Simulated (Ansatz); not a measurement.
# InAs (Fm-3m) in Ansatz: settings compared, part 2 of 2

Ansatz 0.2.0. The steps go on from the part before.

### Step 4. Relaxation of cell and atoms, revPBE+D4

Contents of input.yaml:

```yaml
crystal:
  lattice:
    - [0.0, 2.877304, 2.877304]
    - [2.877304, 0.0, 2.877304]
    - [2.877304, 2.877304, 0.0]
  atoms:
    - { symbol: In, position: [0.5, 0.5, 0.5] }
    - { symbol: As, position: [0.0, 0.0, 0.0] }
hamiltonian:
  xc: revpbe
  pseudopotentials: { kind: paw }
  dispersion: d4
kpoints:
  mp_grid: { grid: [8, 8, 8] }
scf:
  occupations: { method: fermi_dirac, width: 0.05 }
output:
  forces: true
  stress: true
  eigenvalues: true
  write_density: true
  write_potential: true
  elf: true
  volumetric_format: npy
relax:
  f_tol: 0.01
  max_steps: 40
  cell: { stress_tol: 0.05 }
```

Potentials or basis: Ansatz PAW.

The run is started by

```sh
$ ansatz run input.yaml --threads 2 --pin off --max-ram 5632MiB --backend cpu --events-out ev --progress --plain --runs-dir out
```

Log:

```text
Warning: RAYON_NUM_THREADS=2 ignored (pool sized by the plan → 2); use --threads N
Engine: ansatz 0.2.0, aarch64-unknown-linux-gnu
Pseudopotentials: kind: paw
Pseudopotential: In, paw, valence charge 13, recommended cutoff 420 eV (normal), In.paw.azcp
Pseudopotential: As, paw, valence charge 15, recommended cutoff 420 eV (normal), As.paw.azcp
Functional definition: revPBE
  parameter kappa = 1.245
  parameter beta = 0.06672455060314922
  exchange = pbe_x(kappa = kappa, mu = beta*pi^2/3)
  correlation = pbe_c(beta = beta)
Crystal: 2 atoms, lattice volume = 47.642 Å³
[... 102 lines left out ...]
  max |Σ_I F_I| component: 2.98e-28 eV/Å
--- Stress (GPa, compression-positive) ---
       -0.008667       0.000000       0.000000
        0.000000      -0.008667       0.000000
        0.000000       0.000000      -0.008667
  P = ⅓ Tr σ = -0.0087 GPa (-0.087 kbar)
--- Band table (eV; the first three rows and the last of 29) ---
  k-point 0: bands = ["-24.4814", "-24.4814", "-24.4743", "-24.4743", "-24.4743", "-3.7432", "-3.7432", "-3.7228", "-3.7228", "-3.7228", "-1.7687", "10.4321", "10.4363", "10.4363", "10.4363", "17.8950", "17.8950", "17.8950"]
  k-point 1: bands = ["-24.4813", "-24.4813", "-24.4742", "-24.4742", "-24.4742", "-3.7511", "-3.7511", "-3.7234", "-3.7147", "-3.7147", "-1.5890", "8.3773", "10.4660", "10.4660", "12.1834", "16.7573", "17.1120", "17.1120"]
  k-point 2: bands = ["-24.4811", "-24.4811", "-24.4741", "-24.4738", "-24.4738", "-3.7730", "-3.7730", "-3.7262", "-3.6919", "-3.6919", "-1.0762", "6.3533", "10.5720", "10.5720", "13.0369", "15.5738", "15.5738", "15.9462"]
  k-point 28: bands = ["-24.4816", "-24.4806", "-24.4737", "-24.4737", "-24.4725", "-3.9757", "-3.7550", "-3.7033", "-3.7033", "-3.6309", "1.0697", "5.8103", "6.7285", "6.7285", "13.0512", "14.9235", "17.5840", "17.5840"]
--- Relaxed structure (4 steps of the walk, 4 accepted, 1 SCFs on fresh bases) ---
  F+E_penalty+E_count = -10465.50049405 eV   max|allowed force component| = 1.538e-28 eV/Å   (the final SCF, on the basis selected at the relaxed cell)
  cell:  # Å, volume = 45.2851 Å³
    - [5.724332018206139e-34, 2.829057838110182, 2.829057838110182]
    - [2.829057838110182, 7.643058049343384e-35, 2.829057838110182]
    - [2.829057838110182, 2.829057838110182, 4.792834318442414e-34]
  atoms:
    - { symbol: In, position: [0.49999999999999994, 0.49999999999999994, 0.49999999999999994] }
    - { symbol: As, position: [-1.6733806580570742e-35, 1.53393226988523e-35, 4.3229000333210075e-35] }
```

rho_z.tsv:

```text
# z_ang	rho[e/angstrom^3]
# format = ansatz-planar-average/11
# lattice	0.000000000	2.829057838	2.829057838
# lattice	2.829057838	0.000000000	2.829057838
# lattice	2.829057838	2.829057838	0.000000000
# sites	2
# site	49	2.829057838	2.829057838	2.829057838
# site	33	0.000000000	0.000000000	-0.000000000
0.000000	1.295196e0
0.148181	1.190445e0
0.296362	9.358235e-1
0.444544	6.564711e-1
0.592725	4.463880e-1
0.740906	3.281992e-1
[... 19 lines left out ...]
3.704530	9.358235e-1
3.852711	1.190445e0
```

v_z.tsv:

```text
# z_ang	v_es[eV]	v_tot[eV]
# format = ansatz-planar-average/11
# xc	revpbe
# density_cutoff_ev	1680
# datasets	In=:simpson_from_first_knot:soft:shift=277973	As=:simpson_from_first_knot:soft:shift=480056
# lattice	0.000000000	2.829057838	2.829057838
# lattice	2.829057838	0.000000000	2.829057838
# lattice	2.829057838	2.829057838	0.000000000
# sites	2
# site	49	2.829057838	2.829057838	2.829057838
# site	33	0.000000000	0.000000000	-0.000000000
0.000000	9.779954e0	-5.495790e-1
0.148181	9.634537e0	-6.688804e-1
0.296362	9.242596e0	-9.765241e-1
0.444544	8.723297e0	-1.351343e0
0.592725	8.233402e0	-1.667291e0
0.740906	7.881663e0	-1.878368e0
[... 19 lines left out ...]
3.704530	9.242596e0	-9.765241e-1
3.852711	9.634537e0	-6.688804e-1
```

Run time: 4.7 s. Hardware: 2 threads of Arm Neoverse V2, shared host; peak memory 0.34 GiB.

What came out:

```
Free energy                            : -10465.5005 eV
Relaxed volume                         : 22.64 Å³/atom
Relaxed cell                           : a = 4.001 Å, b = 4.001 Å, c = 4.001 Å, α = 60.00°, β = 60.00°, γ = 60.00°
Space group after relaxing (to 0.05 Å) : Fm-3m (No. 225)
Energy gained by relaxing              : 12.2 meV/atom
Ionic steps                            : 5
Pressure after relaxing                : 0.0 GPa
Band gap on the k mesh                 : none (metal or under the smearing width)
```

Step by step:
```tsv
step	energy change (eV)	largest force (eV/Å)	volume (Å³)
1	0.0000	0.0000	47.64
2	-0.0137	0.0000	43.76
3	-0.0249	0.0000	45.42
4	-0.0250	0.0000	45.29
5	-0.0244	0.0000	45.29
```

Final structure:
```
In As
1.0
     0.00000    2.82906    2.82906
     2.82906    0.00000    2.82906
     2.82906    2.82906    0.00000
In As
1 1
Cartesian
  2.8291 2.8291 2.8291
  0.0000 0.0000 0.0000
```

Caveat: the plane-wave basis is chosen anew once the cell has moved, so the energies of steps on either side of that aren't comparable; pairwise dispersion overbinds metals, which lowers pressure and volume; the PAW data sets come from PBE, with cores solved anew for the run's functional, which leaves a small shift of forces and pressure.

### Step 5. Overview

```csv
level,gap on the mesh (eV),pressure (GPa),relaxed volume (Å³/atom)
RPBE+D4,none,0.0,22.57
revPBE+D3(BJ),none,0.0,22.43
revPBE+D4,none,0.0,22.64
```

Alike in all rows: task relaxation of cell and atoms; potentials or basis Ansatz PAW; no spin polarisation; cell relaxed; k mesh 8 × 8 × 8; cutoff (eV) 420; smearing fermi-dirac 0.05 eV.

Caveats: the plane-wave basis is chosen anew once the cell has moved, so the energies of steps on either side of that aren't comparable; pairwise dispersion overbinds metals, which lowers pressure and volume; the PAW data sets come from PBE, with cores solved anew for the run's functional, which leaves a small shift of forces and pressure.

Absolute energies hang on the potentials; compare differences alone.
